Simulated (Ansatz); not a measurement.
# C (Carbon): the cost of one run

Computed with Ansatz 0.2.0, driven from Python. The levels of theory stand in the script.

A COD entry behind a cell of this session may itself be a prediction, so a difference from it is no test against experiment.

**1. Starting point**

The structure is hexagonal, space group P6_3/mmc (No. 194). The conventional cell has a = 2.522 Å, b = 2.522 Å, c = 4.119 Å, α = 90.00°, β = 90.00°, γ = 120.00°. C (site symmetry 3m) has 4 C at 1.54 Å as nearest neighbours.

The script holds or builds the structure itself.

**2. The code**

File lattice_c.py:

```python
"""How the lattice of C depends on the functional."""

import warnings

import ansatz
import numpy as np

def edges_and_angles(cell):
    cell = np.asarray(cell)
    a, b, c = np.linalg.norm(cell, axis=1)
    cosines = cell[1] @ cell[2] / (b * c), cell[0] @ cell[2] / (a * c), cell[0] @ cell[1] / (a * b)
    return (a, b, c, *np.degrees(np.arccos(cosines)))


def main() -> None:
    warnings.simplefilter("ignore", ansatz.DeckWarning)

    structure = (
        ansatz.Lattice.from_parameters(2.5221, 2.5221, 4.1186, alpha=90, beta=90, gamma=120)
        .space_group(194)
        .atom("C", (1 / 3, 2 / 3, 0.0625))
    )

    model = (
        structure.calculation()
        .scf(tolerance=1e-10)
        .kpoints(10, 10, 5)
        .occupations("fermi_dirac", width=0.1)
        .basis(510)
        .relax(cell=True)
    )

    levels = [("r2scan", "d4"), ("pbesol", "none"), ("revpbe", "d3bj")]
    print("level            a       b       c    alpha   beta  gamma  V/atom  steps")
    for name, dispersion in levels:
        seen = []
        run = model.functional(name, dispersion=dispersion).session().plan()
        done = run.execute(on_event=lambda e: seen.append(e) if e["event"] == "relax_step" else None)
        cell = done.lattice.cell_ang
        label = name if dispersion == "none" else f"{name}+{dispersion}"
        print("{:13s} {:7.4f} {:7.4f} {:7.4f} {:6.2f} {:6.2f} {:6.2f}".format(label, *edges_and_angles(cell)), f"{abs(np.linalg.det(cell)) / len(done.lattice.sites):7.3f} {len(seen):5d}")


if __name__ == "__main__":
    main()
```

**3. What the engine is handed**

The package turns the script's settings into the engine's input (first run):

```yaml
crystal:
  lattice:
    a: 2.5221
    b: 2.5221
    c: 4.1186
    alpha: 90.0
    beta: 90.0
    gamma: 120.0
  space_group: 194
  atoms:
    - { symbol: C, position: [0.3333333333333333, 0.6666666666666666, 0.0625] }
basis:
  ecutwfc: 510.0
kpoints:
  mp_grid:
    grid: [10, 10, 5]
hamiltonian:
  xc: r2scan
  dispersion: d4
scf:
  convergence:
    dr2_threshold: 1.0e-10
  occupations:
    method: fermi_dirac
    width: 0.1
relax:
  cell: {}
```

**4. The run**

On the command line:

```bash
$ python lattice_c.py
```

**Question.** How long does this script take on 1 thread of Arm Neoverse V2, shared host, and how much memory does it need?

About 28 s, with a peak of 0.41 GiB.
